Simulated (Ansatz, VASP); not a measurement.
**One calculation of MoH3, two programs**

```
H Mo
1.0
     2.91669    0.00000    0.00000
     0.00000    2.91669    0.00000
     0.00000    0.00000    2.91669
H Mo
3 1
Direct
  0.00000 0.50000 0.50000
  0.50000 0.00000 0.50000
  0.50000 0.50000 0.00000
  0.00000 0.00000 0.00000
```

Change from the starting cell: species swapped into the Ti3Ag type (P4/mmm, No. 123).

Alike in both runs: functional PBE; k mesh 16 × 16 × 16; occupations gaussian, width 0.1 eV; collinear spin.

Ansatz relaxed the structure, and its values are those at the end. VASP's run is a single point on that final structure, the one shown.

```csv
,VASP,Ansatz
version,VASP 6.6.1,Ansatz 0.2.0
potentials or method,"VASP PAW PBE potentials, release 64 (H, Mo_sv)","scalar-relativistic, plane waves, PAW"
plane-wave cutoff (eV),520,420
valence electrons in the cell,17,17
```

Ansatz gave:

* gap on the k mesh at the Fermi level (eV): none
* pressure (GPa): 0.0
* net moment per atom (μB): 0.25
* size of the moment on the site where the two differ most (μB): 0.57

Task: Which values does VASP return?

Result: gap on the k mesh at the Fermi level (eV): none; pressure (GPa): 0.0; net moment per atom (μB): 0.25; size of the moment on the site where the two differ most (μB): 0.91.

Site moments also hang on the region over which each program counts them. A gap of «none» marks a metal or a gap that the smearing closes.
